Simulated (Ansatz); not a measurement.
**AgCl: the cell at several levels of theory**

One table from this session's results is given with a row withheld; the runs are named, their logs left out.

The runs shown are made with Ansatz 0.2.0. PAW datasets, plane waves, zero pressure. Simulation only: spin-unpolarised, and no claim that this is the phase found in nature.

### Starting point

This is the cell as the run starts from it, not yet at rest; its lengths are not the crystal's.

Space group Pm-3m (No. 221), cubic; conventional cell a = 3.078 Å, 14.59 Å³ an atom. Near Ag stand 8 Cl at 2.67 Å; near Cl stand 8 Ag at 2.67 Å.

Structure file:

```
Ag Cl
1.0
     3.07844    0.00000    0.00000
     0.00000    3.07844    0.00000
     0.00000    0.00000    3.07844
Ag Cl
1 1
Direct
  0.00000 0.00000 0.00000
  0.50000 0.50000 0.50000
```

The first run:

File input.yaml:

```yaml
crystal:
  lattice:
    - [3.0784420276, 0.0, 0.0]
    - [0.0, 3.0784420276, 0.0]
    - [0.0, 0.0, 3.0784420276]
  atoms:
    - { symbol: Ag, position: [0.0, 0.0, 0.0] }
    - { symbol: Cl, position: [0.5, 0.5, 0.5] }
kpoints:
  mp_grid: { grid: [8, 8, 8] }
hamiltonian:
  xc: pbe
scf:
  occupations: { method: fermi_dirac, width: 0.02 }
relax:
  f_tol: 0.005
  cell: {}
```

Command:

```
ansatz run input.yaml --threads 2 --pin off --max-ram 2211MiB --backend cpu --events-out ev --progress --plain --runs-dir out
```

Among the steps run: Relaxing with PBE; r2SCAN: cell and atoms; PBEsol: cell and atoms; Relaxing with LDA; Relaxing with HSE06.

One of the session's tables, all rows but one given; the rest of the session is left out.

It belongs to the step «The cells side by side». 

| level | a (Å) | volume (Å³/atom) |
| --- | --- | --- |
| PBE | 3.431 | 20.192 |
| r2SCAN | 3.396 | 19.576 |
| PBEsol | 3.332 | 18.490 |
| LDA | ? | ? |
| HSE06 | 3.429 | 20.161 |

Q: Estimate the row for LDA from the others.

As computed: a (Å): 3.278; volume (Å³/atom): 17.604. In the column «a (Å)» it is the lowest.

In words: The first relaxation changed the volume by +38.4 % from the start. LDA gives the smallest cell and PBE the largest; they differ by 14.7 % in volume, a mean of 4.7 % in length. The meshes differ: PBE 8×8×8, r2SCAN 6×6×6, PBEsol 6×6×6, LDA 6×6×6, HSE06 4×4×4.
